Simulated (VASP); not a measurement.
These are optB86b-vdW, VASP's PBE PAW potentials (set 64) (plane waves; VASP) values and carry that method's errors.

The input files of a VASP run:

### KPOINTS
```
k-points along high-symmetry lines
15
Line-mode
Reciprocal
  0.000000   0.000000   0.000000 ! GAMMA
  0.500000   0.000000   0.500000 ! X

  0.500000   0.000000   0.500000 ! X
  0.625000   0.250000   0.625000 ! U

  0.375000   0.375000   0.750000 ! K
  0.000000   0.000000   0.000000 ! GAMMA

  0.000000   0.000000   0.000000 ! GAMMA
  0.500000   0.500000   0.500000 ! L

  0.500000   0.500000   0.500000 ! L
  0.500000   0.250000   0.750000 ! W

  0.500000   0.250000   0.750000 ! W
  0.500000   0.000000   0.500000 ! X
```

INCAR:
```
SYSTEM = Li2O
PREC = Accurate; ENCUT = 520; LREAL = .FALSE.
LASPH = .TRUE.; ICHARG = 11
EDIFF = 1E-7; NELM = 100; ALGO = Normal
ISMEAR = 0; SIGMA = 0.05
GGA = MK; LUSE_VDW = .TRUE.; AGGAC = 0.0
PARAM1 = 0.1234; PARAM2 = 1.0
LWAVE = .FALSE.; LCHARG = .FALSE.; LORBIT = 11
```

POSCAR:
```
Li2O
1
    0.0000000000     2.2999668349     2.2999668349
    2.2999668349     0.0000000000     2.2999668349
    2.2999668349     2.2999668349     0.0000000000
Li O
2 1
Direct
  0.2500000000   0.2500000000   0.2500000000
  0.7500000000   0.7500000000   0.7500000000
  0.0000000000   0.0000000000   0.0000000000
```

POTCAR, in this order: Li_sv O (PBE.64 set). Program: vasp_std. Read from the step before: CHGCAR.

The run wrote:

File OUTCAR:
```
 ion  position               nearest neighbor table
   1  0.250  0.250  0.250-   3 1.99   3 1.99   3 1.99   3 1.99   2 2.30   2 2.30   2 2.30   2 2.30
                             2 2.30   2 2.30
   2  0.750  0.750  0.750-   3 1.99   3 1.99   3 1.99   3 1.99   1 2.30   1 2.30   1 2.30   1 2.30
                             1 2.30   1 2.30
   3  0.000  0.000  0.000-   2 1.99   2 1.99   2 1.99   1 1.99   2 1.99   1 1.99   1 1.99   1 1.99
  LATTYP: Found a face centered cubic cell.
 ALAT       =     4.5999336698
 Subroutine PRICEL returns:
 Original cell was already a primitive cell.
 Subroutine GETGRP returns: Found 48 space group operations
The static configuration has the point symmetry O_h .
The dynamic configuration has the point symmetry O_h .
 Subroutine INISYM returns: Found 48 space group operations
   k-points           NKPTS =     90   k-points in BZ     NKDIM =     90   number of bands    NBANDS=     10
   number of dos      NEDOS =    301   number of ions     NIONS =      3
   total plane-waves  NPLWV =  13824
   dimension x,y,z NGX =    24 NGY =   24 NGZ =   24
   dimension x,y,z NGXF=    48 NGYF=   48 NGZF=   48
   ions per type =               2   1
   PREC   = accura    normal or accurate (medium, high low for compatibility)
   ISTART =      0    job   : 0-new  1-cont  2-samecut
   ICHARG =     11    charge: 1-file 2-atom 10-const
   ISPIN  =      1    spin polarized calculation?
   LNONCOLLINEAR =      F non collinear calculations
...
```

OSZICAR:
```
       N       E                     dE             d eps       ncg     rms          rms(c)
DAV:   1     0.421338371473E+02    0.42134E+02   -0.61983E+03  1800   0.129E+03
DAV:   2    -0.612213242599E+01   -0.48256E+02   -0.45307E+02  2236   0.221E+02
DAV:   3    -0.104395943566E+02   -0.43175E+01   -0.42997E+01  2920   0.574E+01
DAV:   4    -0.105721610965E+02   -0.13257E+00   -0.13227E+00  2456   0.852E+00
DAV:   5    -0.105730587643E+02   -0.89767E-03   -0.89752E-03  2562   0.747E-01
DAV:   6    -0.105730665148E+02   -0.77505E-05   -0.77502E-05  2370   0.541E-02
DAV:   7    -0.105730666514E+02   -0.13661E-06   -0.13661E-06  2682   0.587E-03
DAV:   8    -0.105730666565E+02   -0.50377E-08   -0.50325E-08  2186   0.611E-04
   1 F= -.10573067E+02 E0= -.10573067E+02  d E =-.340507E-20
```

File OUTCAR:
```
 val. band max:        1.3248620862   @ k =   0.0000   0.0000   0.0000

 cond. band min:       6.3832439406   @ k =   0.5000   0.0000   0.5000



 k-point     1 :       0.0000    0.0000    0.0000
  band No.  band energies     occupation
      1     -41.5329      2.00000
      2     -41.1873      2.00000
      3     -14.0522      2.00000
      4       1.3249      2.00000
      5       1.3249      2.00000
      6       1.3249      2.00000
      7       6.7948      0.00000
      8      13.3691      0.00000
      9      13.3691      0.00000
     10      13.3692      0.00000

 k-point     2 :       0.0357    0.0000    0.0357
  band No.  band energies     occupation
      1     -41.5312      2.00000
      2     -41.1885      2.00000
      3     -14.0488      2.00000
      4       1.2871      2.00000
      5       1.3047      2.00000
      6       1.3047      2.00000
      7       6.8423      0.00000
      8      13.3811      0.00000
      9      13.3811      0.00000
     10      13.4066      0.00000

 k-point     3 :       0.0714    0.0000    0.0714
  band No.  band energies     occupation
      1     -41.5262      2.00000
      2     -41.1923      2.00000
      3     -14.0387      2.00000
      4       1.1806      2.00000
      5       1.2455      2.00000
      6       1.2455      2.00000
      7       6.9745      0.00000
      8      13.4178      0.00000
      9      13.4178      0.00000
     10      13.5183      0.00000

 k-point     4 :       0.1071    0.0000    0.1071
  band No.  band energies     occupation
      1     -41.5181      2.00000
      2     -41.1983      2.00000
      3     -14.0225      2.00000
      4       1.0230      2.00000
      5       1.1518      2.00000
      6       1.1518      2.00000
      7       7.1595      0.00000
      8      13.4809      0.00000
      9      13.4810      0.00000
     10      13.7021      0.00000

 k-point     5 :       0.1429    0.0000    0.1429
  band No.  band energies     occupation
...
```

The density is held fixed in this step, so its total energy and stress have no physical meaning.

The compound is Li2O in the antifluorite structure. It was relaxed first.
